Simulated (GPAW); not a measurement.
The system is MgSe.

```
Se Mg
1.0
     0.00000    2.72550    2.72550
     2.72550    0.00000    2.72550
     2.72550    2.72550    0.00000
Se Mg
1 1
Direct
  0.50000 0.50000 0.50000
  0.00000 0.00000 0.00000
```

Base run:

| Item | Value |
| --- | --- |
| Program | GPAW 26.7.0 |
| Functional | LDA |
| Potentials or basis | the program's PAW data sets (release 1.2.1) made for this functional |
| Cutoff | 800 eV |
| Basis | pw |
| k mesh | 8 × 8 × 8 |
| Occupations | fermi-dirac, width 0.05 eV |
| Spin | no spin polarisation |

Its results: band gap on the k mesh 1.66 eV, indirect (least direct gap 2.39 eV).

Q: After a change of settings the same cell gave: band gap on the k mesh 2.75 eV, indirect (least direct gap 3.81 eV). Which change was it?
A. functional from LDA to r2SCAN; potentials or basis from the program's PAW data sets (release 1.2.1) made for this functional to GPAW PAW data sets (gpaw-data 1.2.1)
B. cutoff from 800 eV to 680 eV; k mesh from 8 × 8 × 8 to 6 × 6 × 6; occupations from fermi-dirac, width 0.05 eV to fermi-dirac, width 0.01 eV
C. cutoff from 800 eV to 650 eV; k mesh from 8 × 8 × 8 to 7 × 7 × 7
D. functional from LDA to TB-mBJ; potentials or basis from the program's PAW data sets (release 1.2.1) made for this functional to GPAW PAW data sets for LDA (gpaw-data 1.2.1)

A: D.

Caveats: a model potential gives levels but no total energy (some runs).

Not every run made on this cell is shown here.
